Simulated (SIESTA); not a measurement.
## Sb under changes of volume

One of the cells (26.213 Å³/atom); the others are scaled copies at fixed shape and fractional positions:

```
Sb
1.0
    -1.87134    1.87134    1.87134
     1.87134   -1.87134    1.87134
     1.87134    1.87134   -1.87134
Sb
1
Direct
  0.00000 0.00000 0.00000
```

This isn't the form of Sb at room conditions, which is rhombohedral.

| Item | Value |
| --- | --- |
| Program | SIESTA 5.4.2 |
| Functional | PBEsol |
| Potentials or basis | PseudoDojo 0.4 standard (PBEsol files) |
| Basis | DZP (energy shift 0.003 Ry; two zetas on semicore shells) |
| Grid cutoff | 500 Ry |
| Energy shift | 0.003 Ry |
| k mesh | 10 × 10 × 10 |
| Occupations | fermi-dirac, width 0.05 eV |
| Spin | no spin polarisation |

| volume (Å³/atom) | energy over the lowest point (meV/atom) | pressure (GPa) |
| --- | --- | --- |
| 24.640 | 46.97 | 7.2 |
| 25.165 | 26.69 | 5.2 |
| 25.689 | 12.37 | 3.5 |
| 26.213 | ? | ? |
| 26.737 | 0.00 | 0.4 |
| 27.262 | 2.72 | -1.0 |
| 27.786 | 7.87 | -2.2 |

**Question.** What does the run at 26.213 Å³/atom give?

**Answer.** Energy over the lowest point 3.65 meV/atom; pressure 1.8 GPa.

Worked out: A Birch-Murnaghan fit of order 3 (a polynomial in V^(-2/3)) to the other rows has its minimum at 26.82 Å³/atom with B0 = V·E''(V) = 75 GPa and B' = 3.2. It gives 3.80 meV/atom at 26.213 Å³/atom, against the run's 3.65, and -dE/dV = 1.8 GPa, against 1.8.

Energies are extrapolated to zero smearing.

Caveats: the basis of atomic orbitals isn't converged, which shifts pressures, moduli and gaps.
